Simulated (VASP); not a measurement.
# GaN (P6_3mc) in VASP: notebook, part 2 of 2

VASP 6.6.1. Earlier steps stand in the parts before.

## Step 4: Relaxation of cell and atoms, rev-vdW-DF2

The input, INCAR:

```
SYSTEM = GaN
PREC = Accurate
ENCUT = 600
EDIFF = 1E-6
ISMEAR = 0
SIGMA = 0.03
LREAL = .FALSE.
LASPH = .TRUE.
NELM = 80
ALGO = Normal
ISIF = 3
LWAVE = .FALSE.
LCHARG = .FALSE.
GGA = MK
LUSE_VDW = .TRUE.
AGGAC = 0.0
PARAM1 = 0.1234
PARAM2 = 0.711357
ZAB_VDW = -1.8867
IBRION = 2
NSW = 90
EDIFFG = -0.01
```

The input, KPOINTS:

```
Automatic mesh
0
G
  12 12 5
  0 0 0
```

The input, POSCAR:

```
GaN
1.0
    3.1800000000      0.0000000000      0.0000000000
   -1.5900000000      2.7539607800      0.0000000000
    0.0000000000      0.0000000000      5.1660000000
Ga N
2 2
Direct
    0.3333333300      0.6666666700      0.0000000000
    0.6666666700      0.3333333300      0.5000000000
    0.3333333300      0.6666666700      0.3750000000
    0.6666666700      0.3333333300      0.8750000000
```

Potentials or basis: VASP PAW PBE potentials, release 64 (Ga_d, N).

The run is started by

```bash
> cat potpaw_PBE.64/Ga_d/POTCAR potpaw_PBE.64/N/POTCAR > POTCAR
> mpirun -np 1 vasp_std > vasp.out
```

OUTCAR:

```text
SYSTEM = GaN
   PREC = Accurate
   ENCUT = 600
   EDIFF = 1E-6
   ISMEAR = 0
   LREAL = .FALSE.
   LASPH = .TRUE.
   NELM = 80
   ISIF = 3
   GGA = MK
   IBRION = 2
   NSW = 90
   EDIFFG = -0.01

 ion  position               nearest neighbor table
   1  0.333  0.667  0.000-   3 1.94   4 1.95   4 1.95   4 1.95
   2  0.667  0.333  0.500-   4 1.94   3 1.95   3 1.95   3 1.95
   3  0.333  0.667  0.375-   1 1.94   2 1.95   2 1.95   2 1.95
   4  0.667  0.333  0.875-   2 1.94   1 1.95   1 1.95   1 1.95

  LATTYP: Found a hexagonal cell.
 ALAT       =     3.1800000000
 C/A-ratio  =     1.6245283019

  Lattice vectors:

 A1 = (   3.1800000000,   0.0000000000,   0.0000000000)
 A2 = (  -1.5900000000,   2.7539607800,   0.0000000000)
 A3 = (   0.0000000000,   0.0000000000,   5.1660000000)

Analysis of symmetry for initial positions (statically):
=====================================================================
 Subroutine PRICEL returns:
 Original cell was already a primitive cell.

 Routine SETGRP: Setting up the symmetry group for a
 hexagonal supercell.

 Subroutine GETGRP returns: Found 12 space group operations
 (whereof  6 operations were pure point group operations)
 out of a pool of 24 trial point group operations.

The static configuration has the point symmetry C_3v.
 The point group associated with its full space group is C_6v.

Analysis of symmetry for dynamics (positions and initial velocities):
=====================================================================
 Subroutine PRICEL returns:
 Original cell was already a primitive cell.

 Routine SETGRP: Setting up the symmetry group for a
 hexagonal supercell.

 Subroutine GETGRP returns: Found 12 space group operations
 (whereof  6 operations were pure point group operations)
 out of a pool of 24 trial point group operations.

The dynamic configuration has the point symmetry C_3v.
 The point group associated with its full space group is C_6v.

 Subroutine INISYM returns: Found 12 space group operations
[... 129 lines left out ...]
   IVDW_NL    =     1    kernel type
   BPARAM     = 6.3000
   IVDW    =     0    specifies the selected vdW correction
   LEPSILON=     F    determine dielectric tensor
   LRPA    =     F    only Hartree local field effects (RPA)
 conjugate gradient relaxation of ions
 non-spin polarized calculation
 Gauss-broadening in eV      SIGMA  =   0.03
  energy-cutoff  :      600.00
  volume of cell :       45.24
 maximum number of plane-waves:      1529
 NGX is ok and might be reduce to    28
   NGX = 13   NGY = 13   NGZ = 21

--------------------------------------- Ionic step        1  -------------------------------------------

 number of electron      35.9999995 magnetization

 Free energy of the ion-electron system (eV)
  ---------------------------------------------------
  ext. energy  EPLUGINS =         0.00000000
  ---------------------------------------------------
  free energy    TOTEN  =       -16.29566927 eV

  energy without entropy =      -16.29566927  energy(sigma->0) =      -16.29566927

------------------------ aborting loop because EDIFF is reached ----------------------------------------

  FORCE on cell =-STRESS in cart. coord.  units (eV):
  Direction    XX          YY          ZZ          XY          YZ          ZX
  --------------------------------------------------------------------------------------
  -------------------------------------------------------------------------------------
  Total        0.9576260      0.9576260      1.6417882      0.0000000      0.0000000     -0.0000000
  in kB       33.9130803     33.9130802     58.1417969      0.0000000      0.0000000     -0.0000000
  external PRESSURE =      41.9893191 kB  Pullay stress =       0.0000000 kB
[... 67 lines left out ...]
--------------------------------------- Ionic step        3  -------------------------------------------

 number of electron      36.0000000 magnetization

 Free energy of the ion-electron system (eV)
  ---------------------------------------------------
  ext. energy  EPLUGINS =         0.00000000
  ---------------------------------------------------
  free energy    TOTEN  =       -16.31050173 eV

  energy without entropy =      -16.31050173  energy(sigma->0) =      -16.31050173

 E-fermi :   5.2159     XC(G=0): -11.7353

 val. band max:        5.0533603311   @ k =   0.0000   0.0000   0.0000
 cond. band min:       6.8557034804   @ k =   0.0000   0.0000   0.0000
 fundamental gap:      1.8023431493
 Fermi energy:         5.2158589842

 k-point     1 :       0.0000    0.0000    0.0000
  band No.  band energies     occupation
      1     -10.7738      2.00000
      2      -9.9274      2.00000
      3      -8.4517      2.00000
      4      -8.4356      2.00000
      5      -8.4356      2.00000
      6      -8.3774      2.00000
[... 589 lines left out ...]
     21      12.0183      0.00000
     22      13.1191      0.00000

 [... further k-points ...]

------------------------ aborting loop because EDIFF is reached ----------------------------------------

  FORCE on cell =-STRESS in cart. coord.  units (eV):
  Direction    XX          YY          ZZ          XY          YZ          ZX
  --------------------------------------------------------------------------------------
  -------------------------------------------------------------------------------------
  Total        0.0039103      0.0039103     -0.0109218      0.0000000      0.0000000      0.0000000
  in kB        0.1354081      0.1354081     -0.3782064      0.0000000      0.0000000      0.0000000
  external PRESSURE =      -0.0357967 kB  Pullay stress =       0.0000000 kB
[... 23 lines left out ...]
  energy  without entropy=      -16.3105017297  energy(sigma->0) =      -16.31050173

Total vdW correction in eV:      6.3285892

 reached required accuracy - stopping structural energy minimisation
```

OSZICAR:

```text
N       E                     dE             d eps       ncg     rms          rms(c)
[... 28 lines left out ...]
DAV:   2    -0.163373240767E+02    0.88568E-01   -0.24740E-01  3424   0.121E+01    0.991E-01
DAV:   3    -0.163125139380E+02    0.24810E-01   -0.51757E-02  3972   0.538E+00    0.213E-01
DAV:   4    -0.163114516302E+02    0.10623E-02   -0.11123E-02  2652   0.952E-01    0.140E-01
DAV:   5    -0.163105935951E+02    0.85804E-03   -0.90880E-04  3704   0.302E-01    0.521E-02
DAV:   6    -0.163105042044E+02    0.89391E-04   -0.12405E-04  2922   0.167E-01    0.240E-02
DAV:   7    -0.163105029755E+02    0.12289E-05   -0.81122E-06  3438   0.288E-02    0.107E-02
DAV:   8    -0.163105017005E+02    0.12749E-05   -0.56645E-06  2508   0.204E-02    0.144E-03
DAV:   9    -0.163105017297E+02   -0.29156E-07   -0.67707E-07  1370   0.855E-03
   3 F= -.16310502E+02 E0= -.16310502E+02  d E =-.148325E-01
```

CONTCAR:

```text
GaN
   1.00000000000000
     3.1992671222274640    0.0000000000000000   -0.0000000000000000
    -1.5996335611137320    2.7706465972334700    0.0000000000000000
     0.0000000000000000    0.0000000000000000    5.2196618135539365
  Ga              N
     2     2
Direct
     0.3333333300000021    0.6666666699999979    0.9993650714913109
     0.6666666699999979    0.3333333300000021    0.4993650714913110
     0.3333333300000021    0.6666666699999979    0.3756349285086890
     0.6666666699999979    0.3333333300000021    0.8756349285086891

  0.00000000E+00  0.00000000E+00  0.00000000E+00
  0.00000000E+00  0.00000000E+00  0.00000000E+00
  0.00000000E+00  0.00000000E+00  0.00000000E+00
  0.00000000E+00  0.00000000E+00  0.00000000E+00
```

Wall time 5.5 min (1 thread of Intel Xeon Platinum 8259CL at 2.50GHz (Skylake/Cascade Lake), shared host); peak memory 0.42 GiB.

Results:

* Free energy: -16.3105 eV
* Relaxed volume: 11.57 Å³/atom
* Relaxed cell: a = 3.199 Å, b = 3.199 Å, c = 5.220 Å, α = 90.00°, β = 90.00°, γ = 120.00°
* Space group after relaxing (to 0.05 Å): P6_3mc (No. 186)
* Energy gained by relaxing: 3.7 meV/atom
* Ionic steps: 3
* Pressure after relaxing: 0.0 GPa
* Band gap on the k mesh: 1.80 eV, direct

The path:
```csv
step,energy change (eV),largest force (eV/Å),pressure (GPa),volume (Å³)
1,0.0000,0.1274,4.20,45.24
2,-0.0033,0.0865,-3.42,47.21
3,-0.0148,0.0011,0.00,46.27
```

Final structure:
```yaml
crystal:
  lattice:
    - [3.19927, 0.00000, 0.00000]
    - [-1.59963, 2.77065, 0.00000]
    - [0.00000, 0.00000, 5.21966]
  atoms:
    - { symbol: Ga, position: [0.33333, 0.66667, 0.99937] }
    - { symbol: Ga, position: [0.66667, 0.33333, 0.49937] }
    - { symbol: N, position: [0.33333, 0.66667, 0.37563] }
    - { symbol: N, position: [0.66667, 0.33333, 0.87563] }
```

Levels at points of the mesh, in eV from the valence-band top:
| k point | band 16 | band 17 | band 18 | band 19 | band 20 | band 21 |
| --- | --- | --- | --- | --- | --- | --- |
| (0.00, 0.00, 0.00) | -0.05 | 0.00 | 0.00 | 1.80 | 4.14 | 9.05 |
| (0.50, 0.00, 0.00) | -2.69 | -2.17 | -0.98 | 4.99 | 5.44 | 5.95 |

Caveat: the PAW data sets were made with another functional, which shifts forces and pressure a little. Zero-point motion and thermal expansion aren't in these numbers.

## Step 5: Relaxation of cell and atoms, rev-vdW-DF2

This run uses another cell than the first one, of 11.57 Å³/atom, 1.023 times its volume.

Changes to INCAR since step 4:

```diff
@@ -3,3 +3,3 @@
 ENCUT = 600
-EDIFF = 1E-6
+EDIFF = 1E-7
 ISMEAR = 0
@@ -21,2 +21,2 @@
 NSW = 90
-EDIFFG = -0.01
+EDIFFG = -0.005
```

KPOINTS is that of step 4.

The input, POSCAR:

```
GaN                                     
1.0
    3.1992671222      0.0000000000     -0.0000000000
   -1.5996335611      2.7706465972      0.0000000000
    0.0000000000      0.0000000000      5.2196618136
  Ga              N             
     2     2
Direct
     0.3333333300000021    0.6666666699999979    0.9993650714913109
     0.6666666699999979    0.3333333300000021    0.4993650714913110
     0.3333333300000021    0.6666666699999979    0.3756349285086890
     0.6666666699999979    0.3333333300000021    0.8756349285086891
```

The run is started by

```bash
> cat potpaw_PBE.64/Ga_d/POTCAR potpaw_PBE.64/N/POTCAR > POTCAR
> mpirun -np 1 vasp_std > vasp.out
```

Wall time 3.2 min (1 thread of Intel Xeon Platinum 8259CL at 2.50GHz (Skylake/Cascade Lake), shared host); peak memory 0.42 GiB.

It converged, with:

```
Free energy             : -16.3122 eV
Pressure after relaxing : 0.0 GPa
Band gap on the k mesh  : 1.80 eV, direct
```

Final structure:
```xyz
4
Lattice="3.1993 0.0000 0.0000 -1.5996 2.7706 0.0000 0.0000 0.0000 5.2197" Properties=species:S:1:pos:R:3 pbc="T T T"
Ga    0.0000    1.8471    5.2163
Ga    1.5996    0.9235    2.6065
N     0.0000    1.8471    1.9607
N     1.5996    0.9235    4.5705
```

Levels at points of the mesh, in eV from the valence-band top:
| k point | band 16 | band 17 | band 18 | band 19 | band 20 | band 21 |
| --- | --- | --- | --- | --- | --- | --- |
| (0.00, 0.00, 0.00) | -0.05 | 0.00 | 0.00 | 1.80 | 4.14 | 9.05 |
| (0.50, 0.00, 0.00) | -2.69 | -2.17 | -0.98 | 4.99 | 5.44 | 5.95 |

Caveat: the relaxation stopped at its first step, so nothing moved; the PAW data sets were made with another functional, which shifts forces and pressure a little.
